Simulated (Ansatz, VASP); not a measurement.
# BAs: VASP beside Ansatz, part 2 of 2

Wanted: the spread between two codes on one cell, functional and k mesh. The cell is taken from a series of VASP runs on this material, whose earlier steps may have relaxed, scaled or displaced it; both programs get it as it stands. Valence electrons are named where the data sets of a main pair hold unlike numbers.

VASP 6.6.1 and Ansatz 0.2.0.

So far. Step 4 (Differences): The walks stopped with 0.00 GPa left in Ansatz and -0.02 GPa in VASP; each walk ends within a tolerance, so the volume difference is uncertain by about these residues over the bulk modulus, most in soft cells.

## 5. VASP: relaxation of cell and atoms, r2SCAN

Level of this step: r2SCAN; plane waves and PAW (As, B) (VASP).

The relaxed volume is the usual yardstick between codes: in a stiff, nearly cubic crystal its relative difference is about their pressure difference at one cell divided by the bulk modulus. Its start cell is another than that of the pair before, and may be another structure of the material.

Contents of INCAR:

```
SYSTEM = BAs
PREC = Accurate
ENCUT = 500
EDIFF = 1E-07
NELM = 100
ISMEAR = 0
SIGMA = 0.03
LREAL = .FALSE.
ALGO = Normal
METAGGA = R2SCAN
LASPH = .TRUE.
NBANDS = 10
LORBIT = 11
LWAVE = .FALSE.
LCHARG = .FALSE.
KPAR = 4
IBRION = 2
NSW = 50
ISIF = 3
EDIFFG = -0.002
```

Contents of POSCAR:

```
BAs
1.0
    0.0000000000      2.4043183418      2.4043183418
    2.4043183418      0.0000000000      2.4043183418
    2.4043183418      2.4043183418      0.0000000000
As B
1 1
Direct
    0.7500000000      0.7500000000      0.7500000000
    0.0000000000      0.0000000000      0.0000000000
```

Contents of KPOINTS:

```
Automatic mesh
0
Gamma
8 8 8
0 0 0
```

PAW data sets: As and B (PBE family, release 64).

The run is started by

```console
> mpirun -np 4 vasp_std
```

Numbers of over 12 decimals in the logs are rounded to 6 here.

What it wrote:

```text
[banner, memory and clock lines left out]
running    4 mpi-ranks, on    1 nodes
[...]
|                                                                             |
|               ----> ADVICE to this user running VASP <----                  |
|                                                                             |
|     You enforced a specific xc type in the INCAR file but a different       |
|     [... a line on the potential file left out ...]
|     I HOPE YOU KNOW WHAT YOU ARE DOING!                                     |
|                                                                             |

 LDA part: xc-table for (None), standard interpolation
 POSCAR, INCAR and KPOINTS ok, starting setup
[...]
entering main loop
       N       E                     dE             d eps       ncg     rms          rms(c)
DAV:   1     0.184699178633E+01    0.18470E+01   -0.40172E+03   580   0.716E+02
DAV:   2    -0.231568281934E+02   -0.25004E+02   -0.23410E+02   864   0.107E+02
[...]
DAV:   6    -0.222524575213E+02   -0.16632E-05   -0.72611E-07   640   0.593E-03    0.144E-03
DAV:   7    -0.222524575049E+02    0.16345E-07   -0.17587E-08   356   0.107E-03
   2 F= -.22252458E+02 E0= -.22252458E+02  d E =-.104189E-02
 trial-energy change:   -0.001042  1 .order   -0.000941   -0.007894    0.006012
 step:   0.5783(harm=  0.5677)  dis= 0.00000  next Energy=   -22.253718 (dE=-0.230E-02)
[...]
N       E                     dE             d eps       ncg     rms          rms(c)
DAV:   1    -0.222540605273E+02   -0.16030E-02   -0.25362E-02   634   0.103E+00    0.173E-01
DAV:   2    -0.222538841588E+02    0.17637E-03   -0.88072E-04   612   0.197E-01    0.872E-02
DAV:   3    -0.222537344944E+02    0.14966E-03   -0.38826E-04   596   0.108E-01    0.391E-02
DAV:   4    -0.222537263033E+02    0.81911E-05   -0.14507E-05   662   0.242E-02    0.241E-02
DAV:   5    -0.222537233522E+02    0.29511E-05   -0.24409E-06   630   0.117E-02    0.116E-02
DAV:   6    -0.222537227310E+02    0.62117E-06   -0.13921E-07   578   0.264E-03    0.514E-04
DAV:   7    -0.222537227479E+02   -0.16916E-07   -0.39629E-09   314   0.497E-04
   3 F= -.22253723E+02 E0= -.22253723E+02  d E =-.230714E-02
[...]
reached required accuracy - stopping structural energy minimisation
```

Parts of OUTCAR (step 5):

```text
  Total        0.0019775      0.0019775      0.0019775      0.0000000     -0.0000000     -0.0000000
  in kB        0.1155690      0.1155690      0.1155690      0.0000000     -0.0000000     -0.0000000
  external PRESSURE =       0.1155690 kB  Pullay stress =       0.0000000 kB

 POSITION                                       TOTAL-FORCE (eV/Angst)
 -----------------------------------------------------------------------------------
      3.58986      3.58986      3.58986         0.000000      0.000000      0.000000
      0.00000      0.00000     -0.00000        -0.000000     -0.000000     -0.000000
 -----------------------------------------------------------------------------------
    total drift:                                0.000000      0.000000      0.000000

  FREE ENERGIE OF THE ION-ELECTRON SYSTEM (eV)
  ---------------------------------------------------
  free  energy   TOTEN  =       -22.2537227479 eV

  energy  without entropy=      -22.2537227479  energy(sigma->0) =      -22.25372275

[... 2 parts as in an earlier step ...]

[... 2 further parts left out ...]
[key lines of the parts left out:]
E-fermi :   6.1336
```

The PAW data sets were made with PBE, which is usual practice but a small mismatch for other functionals.

## 6. Ansatz: relaxation of cell and atoms, r2SCAN

The same cell, functional, mesh and smearing now go to Ansatz, which takes its cutoff from its data sets.

The cell is taken from a series of VASP runs on this material, whose earlier steps may have relaxed, scaled or displaced it; both programs get it as it stands.

Contents of input.yaml:

```yaml
crystal:
  lattice:
    - [0.0, 2.4043183418, 2.4043183418]
    - [2.4043183418, 0.0, 2.4043183418]
    - [2.4043183418, 2.4043183418, 0.0]
  atoms:
    - { symbol: As, position: [0.75, 0.75, 0.75] }
    - { symbol: B, position: [0.0, 0.0, 0.0] }
hamiltonian:
  xc: r2scan
  pseudopotentials: { kind: paw }
kpoints:
  mp_grid: { grid: [8, 8, 8] }
scf:
  occupations: { method: gaussian, width: 0.03 }
relax:
  f_tol: 0.01
  max_steps: 60
  cell: { stress_tol: 0.05 }
output:
  forces: true
  stress: true
  write_density: true
  write_potential: true
  elf: true
  volumetric_format: npy
```

The run is started by

```console
> ansatz run input.yaml --threads 4 --pin off --max-ram 9216MiB --backend cpu --events-out ev --progress --plain --runs-dir out
```

What it wrote:

```text
[...]
Crystal: 2 atoms, lattice volume = 27.798 Å³
Basis set: ecut = 500 eV, 725 PW (Γ), exchange–correlation on 100×100×100 points (64 copies of the dense FFT grid, shifted against one another)
Bands: 13, of which v1, the nominal top of the filled ones, is band 9 counted from 1 (8 counted from 0)
Symmetry: 24 space group operations
[...]
k-point 28: bands = [... 5 lower, -0.5494, 2.3854, 5.2604, 5.5603, 16.6710, 17.4103, 18.1586, 18.3557]
--- Relaxed structure (3 steps of the walk, 3 accepted, 1 SCFs on fresh bases) ---
[...]
cell:  # Å, volume = 27.3680 Å³
    - [0, 2.391871, 2.391871]
    - [2.391871, 0, 2.391871]
    - [2.391871, 2.391871, 0]
  atoms:
    - { symbol: As, position: [0.75, 0.75, 0.75] }
    - { symbol: B, position: [0, 0, 0] }
[key lines of the parts left out:]
SCF converged after 4 iterations
Free energy (F): -5021.339592 eV
Fermi energy:    11.663280 eV
P = ⅓ Tr σ = 0.0103 GPa (0.103 kbar)
```

Wall time 3.9 s (4 threads of Arm Neoverse V1, shared host); peak memory 0.44 GiB.

## 7. Side by side

What differs besides the data sets and the points named for the pairs above, as far as they apply: VASP keeps PBE cores, Ansatz makes them for the functional; the data sets hold 18 valence electrons in Ansatz (on its default PAW (the set named soft_2) files) and 8 in VASP. Total energies have different zeros and are not compared.

Both answers:

```csv
quantity,Ansatz,VASP,difference
volume (Å³),27.37,27.42,-0.17 %
"edge a after relaxation, in the typed setting (Å)",3.383,3.385,-0.06 %
```

The walks stopped with 0.01 GPa left in Ansatz and 0.01 GPa in VASP; each walk ends within a tolerance, so the volume difference is uncertain by about these residues over the bulk modulus, most in soft cells.

## 8. What came out

| Property | Result |
| --- | --- |
| difference in volume (relaxation of cell and atoms, LDA) | -0.65 % |
| difference in volume (relaxation of cell and atoms, r2SCAN) | -0.17 % |

**Reading.** The difference in volume is -0.65 % (relaxation of cell and atoms, LDA), within the 1.2 % picked in this series as the mark of a large difference, as far as the stopping tolerances let one tell. The data sets hold unlike numbers of valence electrons (18 in Ansatz and 8 in VASP), so part of the differences comes from the potentials. How closely two codes agree says nothing of how well the functional describes the real material.

[Lines on the potential files, build, host, timing and source positions are cut from VASP's logs without a mark.]

[Logs are printed without paths, hosts, clocks, repeated set-up lines and the standing remarks that a program may print on its own settings, such as how far it seeks lower states.]

[Hosts, paths, dates, database ids (printed as entryN), source tags and the programs' standing remarks are cut or masked in the printed files.]
